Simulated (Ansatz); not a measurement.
**GaN: changing the pressure**

The cell as given:

Symmetry: F-43m, No. 216, cubic system. The conventional cell has a = 4.507 Å, b = 4.507 Å, c = 4.507 Å, α = 90.00°, β = 90.00°, γ = 90.00°. Ga (site symmetry -43m) is surrounded by 4 N at 1.95 Å. Around N (site symmetry -43m) lie 4 Ga at 1.95 Å.

The cell is a database's computed one, not the measured one.

Kept alike: task relaxation of cell and atoms; functional PBEsol; k mesh 10 × 10 × 10; occupations fermi-dirac, width 0.05 eV; no spin polarisation. Program: Ansatz, Ansatz PAW, cutoff 420 eV. The mesh is that of the run's cell of 2 atoms. No spin-orbit coupling.

| pressure, P (GPa) | band gap (eV) | volume (Å³/atom) |
| --- | --- | --- |
| 0 | 1.702 | 11.377 |
| 2 | 1.767 | 11.261 |
| 5 | 1.860 | 11.094 |
| 10 | 2.005 | 10.845 |
| 20 | 2.257 | 10.421 |
| 30 | 2.475 | 10.068 |

Gaps hold for each row's own relaxed cell. The relaxations keep at least the cell's symmetry (F-43m). The runs follow the start's structure, whether or not it is the stable one at these pressures. Ansatz's relaxations hold a Pulay term in the stress (up to 0.6 GPa here). A gap read on the mesh alone can miss an edge between its points. All rows use potentials made for PBE.

What does the pressure change here?

The band gap rises from 1.702 to 2.475 eV between 0 and 30 GPa. The volume falls from 11.377 to 10.068 Å³/atom between 0 and 30 GPa. The volume falls ever more slowly, since the solid stiffens under load. At the pressures aimed at, which the runs meet within some tenths of a GPa, the step from 0 to 5 GPa gives a mean bulk modulus near 199 GPa, the last step 290 GPa.

The gap widens at every step of compression, and its slower rise per GPa at high pressure mainly reflects the stiffening lattice: for a given fractional loss of volume, the gain in gap is nearly the same throughout. This is the behaviour expected of a direct gap at the zone centre. There the conduction-band edge is an antibonding mix of Ga 4s and N 2s, which shorter bonds push up strongly, while the mainly N 2p valence-band edge responds less.

The gap of 1.702 eV at zero pressure is far below the measured one for zinc-blende GaN, as expected from a semilocal functional, whose Kohn-Sham gap lacks the derivative discontinuity. The direction of the pressure shift is therefore better supported than any absolute gap. The smooth rise gives no sign of a change in the character of the band edges, but without their positions in k-space the table can't show whether the gap stays direct up to the highest pressure.
